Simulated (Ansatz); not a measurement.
BN, 2 atoms in the cell. It takes space group R3m (No. 160, trigonal). The conventional cell has a = 2.502 Å, b = 2.502 Å, c = 10.119 Å, α = 90.00°, β = 90.00°, γ = 120.00°. N (site symmetry 3m) is surrounded by 3 B at 1.44 Å. B (site symmetry 3m) has 3 N at 1.44 Å as nearest neighbours. The cell is a database's computed one.

| Quantity | Value |
| --- | --- |
| Program | Ansatz 0.2.0 |
| Task | relaxation of cell and atoms |
| Functional | PBE |
| Dispersion | D4 |
| Potentials or basis | Ansatz PAW |
| Cutoff | 420 eV (not typed: the program's choice for these potentials) |
| k mesh | 12 × 12 × 12 |
| Occupations | fermi-dirac, width 0.05 eV |
| Spin | no spin polarisation |

Potentials or basis: Ansatz PAW.

Command:

```bash
$ ansatz run input.yaml --threads 2 --pin off --max-ram 5632MiB --backend cpu --events-out ev --progress --plain --runs-dir out
```

Hardware: 2 threads of Arm Neoverse V2, on a shared host.

Problem. Estimate the wall time of this run.

Solution. Wall time 16 s on 2 threads of Arm Neoverse V2, on a shared host, peak memory 0.32 GiB. Counts: scf iterations 39, plane waves 347, k points 189, bands 8, ion steps 9.
